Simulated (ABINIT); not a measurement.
Crystal: Fe.

```
CELL_PARAMETERS angstrom
-1.44300 1.44300 1.44300
1.44300 -1.44300 1.44300
1.44300 1.44300 -1.44300
ATOMIC_POSITIONS crystal
Fe 0.00000 0.00000 0.00000
```

Base run:

```yaml
Program: ABINIT 10.8.3 (patched build)
Functional: PBE
Potentials_or_basis: JTH PAW PBE v2.0
Cutoff: 707 eV
k_mesh: 10 × 10 × 10
Occupations: fermi-dirac, width 0.05 eV
Spin: collinear spin, random start
Starting_moments: "[-3.46] μB"
```

Its results: band gap on the k mesh none (metal or under the smearing width); pressure -12.0 GPa.

Question: After a change of settings the same cell gave: band gap on the k mesh none (metal or under the smearing width); pressure -27.2 GPa. Which change was it?
A. spin from collinear spin, random start to collinear spin, ferromagnetic start; moments at the start from [-3.46] to [5.0]
B. spin from collinear spin, random start to collinear spin, ferromagnetic start; moments at the start from [-3.46] to [3.0]
C. spin from collinear spin, random start to no spin polarisation

Answer: C.
